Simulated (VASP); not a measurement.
VASP input:

INCAR:
```
SYSTEM = CsCl
PREC = Accurate
ENCUT = 400
EDIFF = 1E-6
NELM = 100
ALGO = Normal
LREAL = .FALSE.
LASPH = .TRUE.
ISMEAR = 0
SIGMA = 0.05
GGA = PE
LMAXMIX = 4
LWAVE = .FALSE.
LCHARG = .FALSE.
ISIF = 2
```

**POSCAR**
```
CsCl
1
    7.9412752800     0.0000000000     0.0000000000
    0.0000000000     7.9412752800     0.0000000000
    0.0000000000     0.0000000000     7.9412752800
Cs Cl
1 1
Direct
  0.0000000000   0.0000000000   0.0000000000
  0.5000000000   0.5000000000   0.5000000000
```

KPOINTS:
```
Automatic mesh
0
Gamma
2 2 2
0 0 0
```

POTCAR, in this order: Cs_sv Cl (PBE.64 set). Program: vasp_std.

The run wrote:

File standard output:
```
 POSCAR found type information on POSCAR CsCl
 POSCAR found :  2 types and       2 ions
 Reading from existing POTCAR
 Reading from existing POTCAR
 LDA part: xc-table for (Slater+PW92), standard interpolation
 POSCAR, INCAR and KPOINTS ok, starting setup
 WAVECAR not read
 entering main loop
       N       E                     dE             d eps       ncg     rms          rms(c)
DAV:   1     0.105005765130E+03    0.10501E+03   -0.36660E+03   104   0.695E+02
DAV:   2     0.119479292368E+02   -0.93058E+02   -0.87294E+02   148   0.133E+02
DAV:   3    -0.599752891078E+01   -0.17945E+02   -0.17915E+02   116   0.677E+01
DAV:   4    -0.652397235590E+01   -0.52644E+00   -0.52636E+00   112   0.139E+01
DAV:   5    -0.653314874068E+01   -0.91764E-02   -0.91762E-02   136   0.168E+00    0.330E+00
DAV:   6    -0.494573752619E+01    0.15874E+01   -0.19303E+00   108   0.490E+00    0.240E+00
DAV:   7    -0.412705962067E+01    0.81868E+00   -0.77364E-01   144   0.283E+00    0.173E+00
DAV:   8    -0.372417898561E+01    0.40288E+00   -0.21022E-01   128   0.210E+00    0.953E-01
DAV:   9    -0.374031101244E+01   -0.16132E-01   -0.10354E-01   148   0.112E+00    0.560E-01
DAV:  10    -0.381153142636E+01   -0.71220E-01   -0.10237E-01   100   0.157E+00    0.243E-01
DAV:  11    -0.383775122403E+01   -0.26220E-01   -0.12179E-01   116   0.105E+00    0.437E-01
DAV:  12    -0.384515657939E+01   -0.74054E-02   -0.17921E-01   100   0.130E+00    0.256E-01
DAV:  13    -0.383880956998E+01    0.63470E-02   -0.29878E-02   104   0.595E-01    0.694E-02
DAV:  14    -0.383954900379E+01   -0.73943E-03   -0.33079E-03   144   0.172E-01    0.863E-02
DAV:  15    -0.383890169340E+01    0.64731E-03   -0.39781E-03   108   0.182E-01    0.147E-02
DAV:  16    -0.383888181194E+01    0.19881E-04   -0.24315E-04   116   0.597E-02    0.889E-03
DAV:  17    -0.383887878406E+01    0.30279E-05   -0.72378E-06   120   0.125E-02    0.505E-03
DAV:  18    -0.383887836125E+01    0.42281E-06   -0.38532E-06   124   0.504E-03
   1 F= -.38388784E+01 E0= -.38388784E+01  d E =-.175244E-17
```

OUTCAR:
```
------------------------ aborting loop because EDIFF is reached ----------------------------------------
  FORCE on cell =-STRESS in cart. coord.  units (eV):
  Direction    XX          YY          ZZ          XY          YZ          ZX
  --------------------------------------------------------------------------------------
  Total       -1.2808284     -1.2808284     -1.2808284     -0.0000000      0.0000000     -0.0000000
  in kB       -4.0976116     -4.0976116     -4.0976116     -0.0000000      0.0000000     -0.0000000
  external PRESSURE =      -4.0976116 kB  Pullay stress =       0.0000000 kB
  volume of cell :      500.81
      direct lattice vectors                 reciprocal lattice vectors
     7.941275280  0.000000000  0.000000000     0.125924359  0.000000000  0.000000000
     0.000000000  7.941275280  0.000000000     0.000000000  0.125924359  0.000000000
     0.000000000  0.000000000  7.941275280     0.000000000  0.000000000  0.125924359
 POSITION                                       TOTAL-FORCE (eV/Angst)
 -----------------------------------------------------------------------------------
      0.00000      0.00000      0.00000         0.000000      0.000000      0.000000
      3.97064      3.97064      3.97064         0.000000      0.000000      0.000000
 -----------------------------------------------------------------------------------
    total drift:                                0.000000      0.000000      0.000000
  FREE ENERGIE OF THE ION-ELECTRON SYSTEM (eV)
  ---------------------------------------------------
  free  energy   TOTEN  =        -3.8388783613 eV

  energy  without entropy=       -3.8388783613  energy(sigma->0) =       -3.83887836
```
(Selected blocks of OUTCAR.)

Q: The run ends quietly. Is anything wrong with it?

A: The cause: the lattice was typed in bohr, and VASP reads ångström. The run ends without an error. Against the sound run, the energy per atom (σ→0) rises by 1.351 eV/atom; the pressure decreases by 0.46 GPa; the band gap falls by 3.94 eV; the volume increases by 570 %. To mend it, correct POSCAR, correct KPOINTS.
POSCAR:
```
CsCl
1
    4.2024000000     0.0000000000     0.0000000000
    0.0000000000     4.2024000000     0.0000000000
    0.0000000000     0.0000000000     4.2024000000
Cs Cl
1 1
Direct
  0.0000000000   0.0000000000   0.0000000000
  0.5000000000   0.5000000000   0.5000000000
```
**KPOINTS**
```
Automatic mesh
0
Gamma
5 5 5
0 0 0
```
The mended run (PBE GGA, plane waves, VASP's PBE PAW potentials (set 64)) converges, and its OSZICAR ends with
```
   1 F= -.65411052E+01 E0= -.65411052E+01  d E =-.165424E-12
```

The compound is CsCl in the CsCl type structure. The cell was not relaxed at this level.
